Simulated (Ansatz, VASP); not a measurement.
One calculation of Nb, two programs

The input INCAR:

```
ALGO     = Normal         # electronic algorithm
EDIFF    = 1E-7           # SCF threshold, eV
ENCUT    = 520            # plane-wave cutoff, eV
GGA      = PE             # functional
ISIF     = 2              # what is computed and relaxed
ISMEAR   = -1             # smearing method
LASPH    = True           # aspherical terms in the spheres
LCHARG   = False          # write CHGCAR
LREAL    = False          # projectors in reciprocal space
LWAVE    = False          # write WAVECAR
NBANDS   = 12             # bands
NELM     = 80             # most SCF steps
PREC     = Accurate       # precision mode
SIGMA    = 0.05           # smearing width, eV
```

KPOINTS

```
k-points
0
Gamma
  11 11 11
```

File POSCAR:

```
Nb
1.0
   -0.0410340000      2.1933810000      2.1088490000
    2.0464000000      0.0498140000      2.0180000000
    2.1262530000      2.1823850000     -0.0300390000
Nb
1
Direct
    0.0300770000     -0.0039730000     -0.0002200000
```

File input.yaml:

```yaml
crystal:
  lattice:
    - [-0.041034, 2.193381, 2.108849]
    - [2.0464, 0.049814, 2.018]
    - [2.126253, 2.182385, -0.030039]
  atoms:
    - { symbol: Nb, position: [0.030077, -0.003973, -0.00022] }
hamiltonian:
  xc: pbe
  pseudopotentials: { kind: paw }
kpoints:
  mp_grid: { grid: [11, 11, 11] }
scf:
  occupations: { method: fermi_dirac, width: 0.05 }
output:
  forces: true
  stress: true
  eigenvalues: true
```

Change from the starting cell: cell strained at random at fixed volume.

Alike in both runs: task single point; functional PBE; k mesh 11 × 11 × 11; occupations fermi-dirac, width 0.05 eV; no spin polarisation.

```csv
,VASP,Ansatz
version,VASP 6.6.1,Ansatz 0.2.0
potentials or method,"VASP PAW PBE potentials, release 64 (Nb_sv)",Ansatz PAW
plane-wave cutoff (eV),520,420
valence electrons in the cell,13,13
```

Ansatz gave:

- gap on the k mesh at the Fermi level (eV): none
- pressure (GPa): -2.2
- largest component of the traceless stress (GPa): 4.68

Question: What did VASP give for the same quantities?

Answer: gap on the k mesh at the Fermi level (eV): none; pressure (GPa): -2.5; largest component of the traceless stress (GPa): 4.66.

A gap of «none» marks a metal or a gap that the smearing closes.
